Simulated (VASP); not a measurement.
InAs (strained zincblende), PBE single-point calculation: Ansatz's output and VASP's

```yaml
crystal:
  lattice:
    - [0.00000, 3.17677, 2.91677]
    - [3.17677, 0.00000, 2.91677]
    - [3.17677, 3.17677, 0.00000]
  atoms:
    - { symbol: In, position: [0.00000, 0.00000, 0.00000] }
    - { symbol: As, position: [0.25000, 0.25000, 0.25000] }
```

Ansatz printed

```
SCF 1 converged in 6 iterations: F = -10454.439465 eV  dr2 = 1.13e-8
  Residual-converged pass: ⟨swp⟩=1.0  Hψ=1300  notcnv=0  max |occ|·‖R‖ = 7.0e-9 eV (tolerance 1.0e-8 eV)  dr2=1.13e-8  dr2_onsite=3.22e-8  max |Δocc| = 4.3e-13
  greatest PAW one-centre occupation: 0.999 electrons in one spin orbital (limit 2), on the As atom at site 1 (counted from 0), in its partial waves of l = 2
NSCF: frozen V_eff on 7 k-points
SCF converged after 6 iterations
Free energy (F): -10454.439465 eV
Harris-Foulkes:  -10454.439465 eV  (|F-HF|=1.13e-9)
Internal energy: -10454.439461 eV  (E = F + TS)
E sigma→0 (E₀):  -10454.439463 eV
Entropy (-TS):   -0.000005 eV (-0.002 meV/atom)
Fermi energy:    7.145835 eV
--- Per-component energies (eV) ---
  E_band       = -331.204425
  E_kinetic    = 345.352974
  E_local      = -3353.491589  (includes V_loc(G=0)·N_el)
  E_nonlocal   = -303.382580
  E_hartree    = 1615.078286
  E_xc         = -293.894966
  E_vxc        = -177.738585  (∫ρ·V_xc dr)
  E_paw        = -5990.589632  (= ΣΔE_a)
  E_vpaw       = -72.106520  (= ΣTr[D̂ρ^β])
  E_aug_tail   = 0.000034  (compensation charges beyond the density's cutoff)
  E_ewald      = -2473.511988
  E_smearing   = -0.000005  (= −TS)
  E_closure    = 0.000000  (closes the sum)
  Σ components = -10454.439465   (vs F -10454.439465, Δ=0.00e0)
--- Forces (eV/Å), atoms counted from 1 ---
  atom   1  In     0.00000000    -0.00000000     0.00000000
  atom   2  As    -0.00000000     0.00000000    -0.00000000
  max |Σ_I F_I| component: 9.71e-17 eV/Å
--- Stress (GPa, compression-positive) ---
       -0.637187       0.000000      -0.000000
        0.000000      -0.637187       0.000000
       -0.000000       0.000000       1.743691
  P = ⅓ Tr σ = 0.1564 GPa (1.564 kbar)
--- Band table (eV; the first three rows and the last of 59) ---
  k-point 0: bands = ["-27.8714", "-27.8647", "-27.8638", "-27.8638", "-27.8560", "-7.2497", "-7.2497", "-7.2241", "-7.1511", "-7.1354", "-4.4256", "6.4814", "6.9161", "6.9161", "7.2570", "10.8411", "11.0144", "11.0144"]
  k-point 1: bands = ["-27.8714", "-27.8647", "-27.8638", "-27.8638", "-27.8560", "-7.2595", "-7.2449", "-7.2249", "-7.1515", "-7.1346", "-4.2826", "5.0834", "6.7222", "6.9928", "7.9417", "10.8654", "11.2420", "11.3348"]
  k-point 2: bands = ["-27.8714", "-27.8647", "-27.8638", "-27.8637", "-27.8560", "-7.2908", "-7.2346", "-7.2184", "-7.1517", "-7.1313", "-3.8923", "3.4434", "6.3337", "6.7061", "8.0998", "11.4648", "11.5228", "12.2204"]
  k-point 58: bands = ["-27.8718", "-27.8643", "-27.8633", "-27.8633", "-27.8561", "-7.3885", "-7.1873", "-7.1809", "-7.1809", "-7.1104", "-2.5399", "1.7742", "4.6442", "4.6442", "8.4722", "8.6144", "15.8690", "15.8690"]
```

Datasets and cutoffs are each program's own. VASP's cell holds 18 valence electrons and Ansatz's 28. Ansatz's stress includes a Pulay correction; VASP's doesn't.

Problem. What does VASP give for the same cell and level of theory?

Solution. gap between bands v and c 0.00 eV; least direct gap 0.00 eV; pressure 0.2 GPa.

From OUTCAR

```
k-points           NKPTS =     59   k-points in BZ     NKDIM =     59   number of bands    NBANDS=     16

   NELECT =      18.0000    total number of electrons

   dimension x,y,z NGX =    32 NGY =   32 NGZ =   36
   dimension x,y,z NGXF=    64 NGYF=   64 NGZF=   72

  energy-cutoff  :      520.00
  volume of cell :       58.87
      direct lattice vectors                 reciprocal lattice vectors
     0.000000000  3.176774092  2.916770866    -0.157392369  0.157392369  0.171422447
     3.176774092  0.000000000  2.916770866     0.157392369 -0.157392369  0.171422447
     3.176774092  3.176774092  0.000000000     0.157392369  0.157392369 -0.171422447

 k-points in reciprocal lattice and weights: KPOINTS created by Atomic Simulation Env
   0.00000000  0.00000000  0.00000000       0.002
   0.12500000 -0.00000000  0.00000000       0.016
   0.25000000 -0.00000000  0.00000000       0.016
   0.37500000  0.00000000  0.00000000       0.016
   0.50000000 -0.00000000  0.00000000       0.008
   0.12500000  0.12500000  0.00000000       0.004
   0.25000000  0.12500000  0.00000000       0.016
   0.37500000  0.12500000  0.00000000       0.016
   ...

 E-fermi :   4.0055

 k-point     1 :       0.0000    0.0000    0.0000
  band No.  band energies     occupation
      1     -10.3954      2.00000
      2     -10.3954      2.00000
      3     -10.3681      2.00000
      4     -10.2974      2.00000
      5     -10.2792      2.00000
      6      -7.5635      2.00000
      7       3.3425      2.00000
      8       3.7758      1.99998
      9       3.7758      1.99998
     10       4.1168      0.00761
     11       7.6916      0.00000
     12       7.8655      0.00000
     13       7.8655      0.00000
     14      11.1867      0.00000
     15      12.7479      0.00000
     16      13.7265      0.00000

 k-point     2 :       0.1250   -0.0000    0.0000
  band No.  band energies     occupation
      1     -10.4050      2.00000
      2     -10.3906      2.00000
      3     -10.3691      2.00000
      4     -10.2978      2.00000
      5     -10.2784      2.00000
      6      -7.4205      2.00000
      7       1.9425      2.00000
      8       3.5815      2.00000
      9       3.8522      1.99906
     10       4.8014      0.00000
     11       7.7173      0.00000
     12       8.0932      0.00000
     13       8.1862      0.00000
     14      11.9427      0.00000
     15      12.1668      0.00000
     16      12.7997      0.00000

 k-point     3 :       0.2500   -0.0000    0.0000
  band No.  band energies     occupation
      1     -10.4357      2.00000
      2     -10.3804      2.00000
      3     -10.3631      2.00000
      4     -10.2980      2.00000
      5     -10.2751      2.00000
      6      -7.0300      2.00000
      7       0.3005      2.00000
      8       3.1924      2.00000
      9       3.5651      2.00000
     10       4.9571      0.00000
     11       8.3174      0.00000
     12       8.3739      0.00000
     13       9.0744      0.00000
     14      11.9171      0.00000
     15      12.2336      0.00000
     16      12.9213      0.00000

 k-point     4 :       0.3750    0.0000    0.0000
  band No.  band energies     occupation
      1     -10.4671      2.00000
      2     -10.3724      2.00000
      3     -10.3564      2.00000
      4     -10.2963      2.00000
      5     -10.2693      2.00000
      6      -6.5391      2.00000
      7      -1.0126      2.00000
      8       2.8740      2.00000
      9       3.3291      2.00000
     10       4.7453      0.00000
     11       8.3540      0.00000
     12       8.7673      0.00000
     13      10.2950      0.00000
     14      11.9003      0.00000
     15      13.3123      0.00000
     16      13.3996      0.00000

 k-point     5 :       0.5000   -0.0000    0.0000
  band No.  band energies     occupation
      1     -10.4798      2.00000
      2     -10.3698      2.00000
      3     -10.3542      2.00000
      4     -10.2948      2.00000
      5     -10.2662      2.00000
      6      -6.2845      2.00000
      7      -1.5518      2.00000
      8       2.7562      2.00000
      9       3.2424      2.00000
     10       4.6457      0.00000
     11       8.2961      0.00000
     12       8.8542      0.00000
     13      10.7060      0.00000
     14      12.5067      0.00000
     15      14.0189      0.00000
     16      14.7521      0.00000

 k-point     6 :       0.1250    0.1250    0.0000
  band No.  band energies     occupation
      1     -10.3960      2.00000
      2     -10.3859      2.00000
      3     -10.3859      2.00000
      4     -10.3021      2.00000
      5     -10.2755      2.00000
      6      -7.3545      2.00000
      7       1.9649      2.00000
      8       3.2772      2.00000
      9       3.2772      2.00000
     10       5.4841      0.00000
     11       6.9584      0.00000
     12       8.5190      0.00000
     13       8.5190      0.00000
     14      12.0868      0.00000
     15      12.7590      0.00000
     16      12.9466      0.00000

 ...

  Total       -0.2161609     -0.2161609      0.6564400      0.0000000      0.0000000      0.0000000
  in kB       -5.8827832     -5.8827832     17.8649035      0.0000000      0.0000000      0.0000000
  external PRESSURE =       2.0331123 kB  Pullay stress =       0.0000000 kB

 POSITION                                       TOTAL-FORCE (eV/Angst)
 -----------------------------------------------------------------------------------
      0.00000      0.00000      0.00000         0.000000      0.000000     -0.000000
      1.58839      1.58839      1.45839        -0.000000     -0.000000      0.000000
 -----------------------------------------------------------------------------------
    total drift:                               -0.000002     -0.000002      0.000003

  FREE ENERGIE OF THE ION-ELECTRON SYSTEM (eV)
  ---------------------------------------------------
  free  energy   TOTEN  =        -7.6898999007 eV

  energy  without entropy=       -7.6898953542  energy(sigma->0) =       -7.68989763
```
